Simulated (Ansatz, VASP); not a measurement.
SrO in VASP and in Ansatz

```
Sr O
1.0
    -0.01266    2.52587    2.52587
     2.52587   -0.01266    2.52587
     2.52587    2.52587   -0.01266
Sr O
1 1
Direct
  0.50000 0.50000 0.50000
  0.00000 0.00000 0.00000
```

Change from the starting cell: equal xy, yz and zx engineering shears of -0.5 %.

Alike in both runs: functional LDA; k mesh 8 × 8 × 8; no spin polarisation.

Ansatz relaxed the structure, and its values are those at the end. VASP's run is a single point on that final structure, the one shown.

|  | VASP | Ansatz |
| --- | --- | --- |
| version | VASP 6.6.1 | Ansatz 0.2.0 |
| potentials or method | VASP PAW LDA potentials, release 64 (Sr_sv, O), cutoff 520 eV | all-electron LAPW, scalar-relativistic |
| occupations | gaussian, width 0.01 eV | fixed |

```tsv
	VASP	Ansatz	Ansatz less VASP
gap on the k mesh at the Fermi level (eV)	3.05	3.11	+0.062
pressure (GPa)	0.8	0.0	-0.83
```

Ansatz ran all-electron here, so the differences hold the error of VASP's frozen core and of both bases.

A k mesh can miss the band edges.
